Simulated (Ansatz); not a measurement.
Ansatz input

```yaml
crystal:
  lattice:
    - [0.0, 2.7212992659, 2.7212992659]
    - [2.7212992659, 0.0, 2.7212992659]
    - [2.7212992659, 2.7212992659, 0.0]
  atoms:
    - { symbol: La, position: [0.0, 0.0, 0.0] }
hamiltonian:
  xc: pbe
  pseudopotentials:
    kind: paw
    azcp:
      La: "pseudopotentials/La.paw.azcp"
basis:
  ecutwfc: 420
  fft_grid_basis: typed
kpoints:
  mp_grid: { grid: [12, 12, 12], shift: [0, 0, 0] }
magnetization:
  spin_polarized: false
scf:
  occupations: { method: fermi_dirac, width: 0.1 }
  lower_state_search: "off"
output:
  stress: true
  write_density: true
  write_potential: true
  elf: true
  volumetric_format: npy
```

Terminal output

```
Engine: ansatz 0.2.0, x86_64-unknown-linux-gnu
Pseudopotentials: kind: paw
Pseudopotential: La, paw, valence charge 11, recommended cutoff 420 eV (normal) 
Functional definition: PBE
  parameter kappa = 0.804
  parameter beta = 0.06672455060314922
  exchange = pbe_x(kappa = kappa, mu = beta*pi^2/3)
  correlation = pbe_c(beta = beta)
Crystal: 1 atoms, lattice volume = 40.305 Å³
Basis set: ecut = 420 eV, 749 PW (Γ)
Bands: 10, of which v1, the nominal top of the filled ones, is band 6 counted from 1 (5 counted from 0)
Symmetry: 48 space group operations
Space group: Fm-3m (ITA 225), of the structure as read, at distance tolerance 3.4e-5 Å
k-points: 72 of 1728
Non-local potential: La, projectors of the file, l = 0: 3, l = 1: 2, l = 2: 2, l = 3: 3
PAW form: soft (Blöchl's): semilocal exchange-correlation on the pseudo side does not see the compensation charge
PAW one-centre angular grid: La, 590 points (default); XC on 64 Gauss nodes
Initial density: superposition of atomic densities (neutral atoms: chi_scale 0, normalization atom), corrected by the library's trained network
Initial wavefunctions: pseudopotential atomic-orbital guess
Functional: x = pbe(κ = 0.804, μ = 0.2195149727645171), c = pbe(β = 0.06672455060314922)
SCF iter   1: F=—  HF=-6250.102190 eV  |F-HF|=—  |Δ(HF+E_count)|=         —  Δρ=2.96e-3  dr2=4.33e-3  ethr=1.77e-3  ⟨swp⟩=3.6  Hψ=3229  notcnv=0
SCF iter   2: F=—  HF=-6250.102697 eV  |F-HF|=—  |Δ(HF+E_count)|=   5.07e-4  Δρ=1.93e-3  dr2=2.12e-3  ethr=3.94e-5  ⟨swp⟩=1.8  Hψ=1410  notcnv=0
SCF iter   3: F=—  HF=-6250.102879 eV  |F-HF|=—  |Δ(HF+E_count)|=   1.82e-4  Δρ=4.92e-4  dr2=1.36e-4  ethr=1.93e-5  ⟨swp⟩=1.9  Hψ=820  notcnv=0
SCF iter   4: F=—  HF=-6250.102825 eV  |F-HF|=—  |Δ(HF+E_count)|=   5.39e-5  Δρ=1.91e-4  dr2=4.78e-6  ethr=1.23e-6  ⟨swp⟩=2.4  Hψ=1131  notcnv=0
SCF iter   5: F=—  HF=-6250.102833 eV  |F-HF|=—  |Δ(HF+E_count)|=   7.82e-6  Δρ=3.19e-5  dr2=4.17e-7  ethr=4.34e-8  ⟨swp⟩=2.1  Hψ=1137  notcnv=0
SCF iter   6: F=-6250.102833 eV  HF=-6250.102833 eV  |F-HF|=6.71e-9  |Δ(HF+E_count)|=   9.71e-8  Δρ=8.80e-6  dr2=1.64e-8  ethr=9.09e-10  ⟨swp⟩=9.0  Hψ=5205  notcnv=0
SCF 1 converged in 6 iterations: F = -6250.102833 eV  dr2 = 1.64e-8
SCF converged after 6 iterations
Free energy (F): -6250.102833 eV
Harris-Foulkes:  -6250.102833 eV  (|F-HF|=6.71e-9)
Internal energy: -6250.038736 eV  (E = F + TS)
E sigma→0 (E₀):  -6250.070784 eV
Entropy (-TS):   -0.064097 eV (-64.097 meV/atom)
Fermi energy:    10.017331 eV
--- Per-component energies (eV) ---
  E_band       = -57.316999
  E_kinetic    = 191.474217
  E_local      = -361.691745  (includes V_loc(G=0)·N_el)
  E_nonlocal   = 94.592009
  E_hartree    = 113.818978
  E_xc         = -138.555398
  E_vxc        = -146.517229  (∫ρ·V_xc dr)
  E_paw        = -5415.793252  (= ΣΔE_a)
  E_vpaw       = -62.810122  (= ΣTr[D̂ρ^β])
  E_aug_tail   = -0.000000  (compensation charges beyond the density's cutoff)
  E_ewald      = -733.883544
  E_smearing   = -0.064097  (= −TS)
  E_closure    = -0.000000  (closes the sum)
  Σ components = -6250.102833   (vs F -6250.102833, Δ=0.00e0)
--- Stress (GPa, compression-positive) ---
       -1.907996       0.000000      -0.000000
        0.000000      -1.907996      -0.000000
        0.000000      -0.000000      -1.907996
  P = ⅓ Tr σ = -1.9080 GPa (-19.080 kbar)
--- Band table (eV; the first three rows and the last of 72) ---
  k-point 0: bands = ["-22.9455", "-6.0500", "-6.0500", "-6.0500", "6.7868", "11.1863", "11.4574", "11.4574", "11.4574", "11.5907"]
  k-point 1: bands = ["-22.9363", "-6.1312", "-6.0597", "-6.0597", "6.9737", "10.9047", "11.4596", "11.4596", "11.5419", "11.5989"]
  k-point 2: bands = ["-22.9110", "-6.3459", "-6.0859", "-6.0859", "7.4670", "10.5660", "11.4543", "11.4543", "11.4881", "11.6115"]
  k-point 71: bands = ["-22.7584", "-6.7656", "-6.7656", "-6.4611", "9.2975", "10.3985", "10.3985", "11.1973", "11.6932", "11.6932"]
```

Command:

```sh
ansatz run input.yaml --threads 1 --pin off --max-ram 3584MiB --backend cpu --events-out ev --progress --plain --runs-dir out
```

On 1 thread of Intel(R) Xeon(R) Platinum 8259CL CPU @ 2.50GHz (Skylake/Cascade Lake) (shared host) this took about 2.9 s of wall time and 2.9 s of CPU time.
